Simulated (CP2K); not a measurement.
Crystal: TiO2.

```xyz
6
Lattice="3.8273 0.0000 0.0000 -0.0009 3.8273 0.0000 -1.8620 -1.8624 4.7966" Properties=species:S:1:pos:R:3 pbc="T T T"
Ti    1.9175   -0.8835    3.5975
Ti    0.0470    2.8485    1.1992
O     0.0282    0.9564    0.8018
O     1.9363    1.0085    3.9949
O     1.9391    2.8678    1.5966
O     0.0254   -0.9028    3.2001
```

The cell is a database's computed one.

Base run:

| Property | Result |
| --- | --- |
| Program | CP2K 2026.2 |
| Functional | HLE17 |
| Potentials or basis | POTENTIAL_UZH Ti GTH-PBE-q12, O GTH-PBE-q6; DZVP-MOLOPT-PBE-GTH basis |
| Density cutoff | 11565 eV |
| k mesh | 8 × 8 × 6 |
| Occupations | fermi-dirac, width 0.05 eV |
| Spin | no spin polarisation |

Its results: band gap on the k mesh 2.09 eV, indirect (least direct gap 2.43 eV); pressure -21.9 GPa; largest force 0.844 eV/Å.

Q: The run is repeated on the same cell with these changes: functional from HLE17 to vdW-DF-cx. What comes out?

A: Band gap on the k mesh 2.01 eV, indirect (least direct gap 2.37 eV); pressure -4.9 GPa; largest force 0.122 eV/Å.

Caveats: the potentials were made for another functional, which shifts forces and pressure; the basis of atomic orbitals isn't converged, which shifts pressures, moduli and gaps; the potentials were made for a functional far from this one (some runs).

A k mesh can miss the band edges.
